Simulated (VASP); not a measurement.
Write the native input for VASP 6.6.1 that does the following.

| Quantity | Value |
| --- | --- |
| Task | relaxation of shape and atoms at fixed volume |
| Functional | PBEsol |
| Potentials or basis | VASP PAW PBE potentials, release 64 (W_sv, Se) |
| Cutoff | 600 eV |
| k mesh | 9 × 9 × 2 |
| Occupations | gaussian, width 0.03 eV |
| Spin | no spin polarisation |
| Further INCAR settings | ALGO = Normal; EDIFF = 1e-07; IBRION = 2; EDIFFG = -0.01; NSW = 40; ISIF = 4 |

The structure of WSe2 lies in POSCAR:

```
WSe2                                    
1.0
    3.2067425354      0.0000000000      0.0000000000
   -1.6033712678      2.7771204991      0.0000000000
    0.0000000000      0.0000000000     12.9502928881
  W               Se            
     2     4
Direct
     0.3333333332999970    0.6666666667000030    0.2500000000000000
     0.6666666667000030    0.3333333332999970    0.7500000000000000
     0.3333333332999970    0.6666666667000030    0.6231728638109004
     0.6666666667000030    0.3333333332999970    0.1231728638109004
     0.3333333332999970    0.6666666667000030    0.8768271361890996
     0.6666666667000030    0.3333333332999970    0.3768271361890996
```

The cell isn't the ideal one: a relaxed cell with its volume scaled by 0.94.

One way to write it, as run:

INCAR

```
PREC = Accurate
ENCUT = 600
EDIFF = 1E-7
ISMEAR = 0
SIGMA = 0.03
LREAL = False
LASPH = True
NELM = 80
ALGO = Normal
ISIF = 4
LWAVE = False
LCHARG = False
GGA = PS
IBRION = 2
NSW = 40
EDIFFG = -0.01
KPAR = 2
```

KPOINTS

```
regular mesh
0
Gamma
  9 9 2
```

Potentials or basis: VASP PAW PBE potentials, release 64 (W_sv, Se).

The run is started by

```bash
$ cat potpaw_PBE.64/W_sv/POTCAR potpaw_PBE.64/Se/POTCAR > POTCAR
$ mpirun -np 2 vasp_std > vasp.out
```

It gave:

The energy gained by relaxing is 28.1 meV/atom and the ionic steps are 8. The pressure after relaxing is 2.6 GPa and the band gap on the k mesh is 0.91 eV, indirect (least direct gap 1.64 eV).

Caveat: the PAW data sets were made with another functional, which shifts forces and pressure a little; spin-orbit coupling is left out, which moves the levels of the heavy elements; an odd mesh through Γ misses points on the zone boundary, where band edges often lie; this functional lacks dispersion, which binds the layers, so the pressure and a relaxed spacing across them are unreliable.

It took 2.5 min on 2 MPI ranks on Intel(R) Xeon(R) 6975P-C (Granite Rapids) (shared host), peak memory 0.31 GiB a rank.
